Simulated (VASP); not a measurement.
**MgO: density of states with PBE**

MgO:

```xyz
4
Lattice="3.5209 0.0000 0.0000 -1.7605 3.0492 0.0000 0.0000 0.0000 4.2374" Properties=species:S:1:pos:R:3 pbc="T T T"
Mg    1.7605    1.0164    3.1780
Mg    0.0000    2.0328    1.0593
O     1.7605    1.0164    1.0593
O     0.0000    2.0328    3.1780
```

The cell was built by a generator and needn't be a form met in nature.

* Program: VASP 6.6.1
* Task: density of states
* Functional: PBE
* Potentials or basis: VASP PAW PBE potentials, release 64 (Mg, O)
* Cutoff: 520 eV
* k mesh: 9 × 9 × 6
* Occupations: gaussian, width 0.02 eV
* Spin: no spin polarisation
* Dipole correction: no
* k mesh for the DOS: 14 × 14 × 9
* Occupations for the DOS: tetrahedron
* Further INCAR settings: ALGO = Normal; EDIFF = 1e-06; NBANDS = 16

- Valence electrons inside the program's atomic spheres: Mg 0.40; O 5.08

Levels at points of the mesh, in eV from the valence-band top:
```csv
k point,band 6,band 7,band 8,band 9,band 10,band 11
"(0.00, 0.00, 0.00)",-0.77,-0.77,0.00,3.26,9.19,11.95
"(0.50, 0.00, 0.00)",-1.93,-1.25,-0.52,6.90,8.74,9.74
```

States per cell in windows of 1 eV (zero at the valence-band top; states under -8 eV left out):
```tsv
from (eV)	total	O3_p	O4_p	Mg1_p	Mg2_p	Mg1_s	Mg2_s
-8.0	0.00	0.00	0.00	0.00	0.00	0.00	0.00
-7.0	0.00	0.00	0.00	0.00	0.00	0.00	0.00
-6.0	0.00	0.00	0.00	0.00	0.00	0.00	0.00
-5.0	0.00	0.00	0.00	0.00	0.00	0.00	0.00
-4.0	2.65	0.63	0.63	0.03	0.03	0.08	0.08
-3.0	2.40	0.64	0.64	0.04	0.04	0.04	0.04
-2.0	3.71	1.15	1.15	0.06	0.06	0.02	0.02
-1.0	3.29	1.14	1.14	0.03	0.03	0.00	0.00
0.0	0.00	0.00	0.00	0.00	0.00	0.00	0.00
1.0	0.00	0.00	0.00	0.00	0.00	0.00	0.00
2.0	0.00	0.00	0.00	0.00	0.00	0.00	0.00
3.0	0.03	0.00	0.00	0.00	0.00	0.00	0.00
4.0	0.15	0.01	0.01	0.00	0.00	0.01	0.01
5.0	0.36	0.03	0.03	0.01	0.01	0.01	0.01
6.0	0.97	0.10	0.10	0.02	0.02	0.01	0.01
7.0	1.16	0.10	0.10	0.03	0.03	0.01	0.01
```

Run time: 83 s on 1 thread of Intel(R) Xeon(R) Platinum 8175M CPU @ 2.50GHz (Skylake/Cascade Lake) (shared host), peak memory 0.2 GiB.
